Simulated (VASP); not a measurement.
Here is a VASP 6.6.1 calculation.

Contents of POSCAR:

```
MnO                                     
1.0
   -0.0000000000      2.2430205990     -2.2430205990
    0.0000000000      2.2430205990      2.2430205990
    4.3755704155     -0.0000000000      0.0000000000
  Mn              O             
     2     2
Direct
     1.0000000000000000    1.0000000000000000    1.0000000000000000
     0.5000000000000000    0.5000000000000000    0.5000000000000000
     1.0000000000000000    0.0000000000000000    0.5000000000000000
     0.5000000000000000    0.5000000000000000    0.0000000000000000
```

Contents of INCAR.step1:

```
PREC = Accurate
ENCUT = 520
EDIFF = 1E-7
ISMEAR = 0
SIGMA = 0.02
LREAL = F
LASPH = T
NELM = 100
ALGO = Normal
ISIF = 2
LWAVE = F
LCHARG = T
ISPIN = 2
MAGMOM = 5 -5 0 0
LORBIT = 11
LMAXMIX = 4
GGA = PE
NBANDS = 31
```

Contents of KPOINTS.step1:

```
Automatic mesh
0
Gamma
  10 10 8
```

INCAR.step2

```
PREC = Accurate
ENCUT = 520
EDIFF = 1E-7
ISMEAR = 0
SIGMA = 0.05
LREAL = F
LASPH = T
NELM = 100
ALGO = Normal
ISIF = 2
LWAVE = F
LCHARG = F
ISPIN = 2
MAGMOM = 5 -5 0 0
LORBIT = 11
LMAXMIX = 4
GGA = PE
NBANDS = 31
ICHARG = 11
```

The input KPOINTS.step2:

```
path GXMGZRAZ,XR,MA
20
line-mode
reciprocal
 0.0000000000  0.0000000000  0.0000000000  G
 0.0000000000  0.5000000000  0.0000000000  X

 0.0000000000  0.5000000000  0.0000000000  X
 0.5000000000  0.5000000000  0.0000000000  M

 0.5000000000  0.5000000000  0.0000000000  M
 0.0000000000  0.0000000000  0.0000000000  G

 0.0000000000  0.0000000000  0.0000000000  G
 0.0000000000  0.0000000000  0.5000000000  Z

 0.0000000000  0.0000000000  0.5000000000  Z
 0.0000000000  0.5000000000  0.5000000000  R

 0.0000000000  0.5000000000  0.5000000000  R
 0.5000000000  0.5000000000  0.5000000000  A

 0.5000000000  0.5000000000  0.5000000000  A
 0.0000000000  0.0000000000  0.5000000000  Z

 0.0000000000  0.5000000000  0.0000000000  X
 0.0000000000  0.5000000000  0.5000000000  R

 0.5000000000  0.5000000000  0.0000000000  M
 0.5000000000  0.5000000000  0.5000000000  A
```

Potentials or basis: VASP PAW PBE potentials, release 64 (Mn_pv, O).

Run with:

```bash
$ cat potpaw_PBE.64/Mn_pv/POTCAR potpaw_PBE.64/O/POTCAR > POTCAR
$ cp INCAR.step1 INCAR
$ cp KPOINTS.step1 KPOINTS
$ mpirun -np 1 vasp_std > vasp.out
$ cp INCAR.step2 INCAR
$ cp KPOINTS.step2 KPOINTS
$ mpirun -np 1 vasp_std > vasp.out
```

Question: Estimate the band gap along the path.

Answer: None (metal or under the smearing width).

Question: What does it give for the net moment?

Answer: 0.00 μB per cell.

Caveat: semilocal functionals often make such compounds metallic where correlation or magnetic order opens a gap, which also shifts bond lengths.
